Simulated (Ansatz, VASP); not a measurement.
Be4H: VASP beside Ansatz

Contents of INCAR:

```
SYSTEM = Be4H
PREC = Accurate ; ENCUT = 600
EDIFF = 1E-7 ; ISMEAR = 0
SIGMA = 0.1 ; LREAL = .False.
LASPH = .True. ; NELM = 60
ALGO = Normal ; ISIF = 3
LWAVE = .False. ; LCHARG = .False.
GGA = PE ; IBRION = 2
NSW = 90 ; EDIFFG = -0.04
```

Contents of KPOINTS:

```
regular mesh
0
Gamma
  12 12 4
  0 0 0
```

Contents of POSCAR:

```
Be4H
1.0
    2.2773260400      0.0000000000      0.0000000000
   -1.1386630200      1.9722222000      0.0000000000
    0.0000000000      0.0000000000      7.3226994800
Be H
4 1
Direct
    0.3333333300      0.6666666700      0.8658552800
    0.3333333300      0.6666666700      0.3767953500
    0.6666666700      0.3333333300      0.1341447200
    0.6666666700      0.3333333300      0.6232046500
    0.0000000000      0.0000000000      0.0000000000
```

Input for Ansatz:

```yaml
crystal:
  lattice:
    - [2.27732604, 0.0, 0.0]
    - [-1.13866302, 1.9722222, 0.0]
    - [0.0, 0.0, 7.32269948]
  atoms:
    - { symbol: Be, position: [0.33333333, 0.66666667, 0.86585528] }
    - { symbol: Be, position: [0.33333333, 0.66666667, 0.37679535] }
    - { symbol: Be, position: [0.66666667, 0.33333333, 0.13414472] }
    - { symbol: Be, position: [0.66666667, 0.33333333, 0.62320465] }
    - { symbol: H, position: [0.0, 0.0, 0.0] }
basis:
  ecutwfc: 420
kpoints:
  mp_grid: { grid: [12, 12, 4] }
hamiltonian:
  xc: pbe
scf:
  occupations: { method: gaussian, width: 0.1 }
  lower_state_search: "off"
output:
  forces: true
  stress: true
  eigenvalues: true
relax:
  adjacent_minimum: "off"
  f_tol: 0.04
  max_steps: 70
  cell: { stress_tol: 0.4 }
```

Change from the starting cell: species swapped into the Co4H type (P-3m1, No. 164).

Alike in both runs: task relaxation of cell and atoms; functional PBE; k mesh 12 × 12 × 4; occupations gaussian, width 0.1 eV; no spin polarisation.

|  | VASP | Ansatz |
| --- | --- | --- |
| version | VASP 6.6.1 | Ansatz 0.2.0 |
| potentials or method | VASP PAW PBE potentials, release 64 (Be, H) | scalar-relativistic, plane waves, PAW |
| plane-wave cutoff (eV) | 600 | 420 |
| valence electrons in the cell | 9 | 9 |

VASP gave:

- gap on the k mesh at the Fermi level, each at its own relaxed structure (eV): none
- relaxed volume (Å³/atom): 7.28
- relaxed cell length with the largest relative difference (Å): 2.239
- energy change over the relaxation (meV/atom): -108

Problem. Estimate Ansatz's values.

Solution. gap on the k mesh at the Fermi level, each at its own relaxed structure (eV): none; relaxed volume (Å³/atom): 7.23; relaxed cell length with the largest relative difference (Å): 2.224; energy change over the relaxation (meV/atom): -108.

A gap of «none» marks a metal or a gap that the smearing closes.
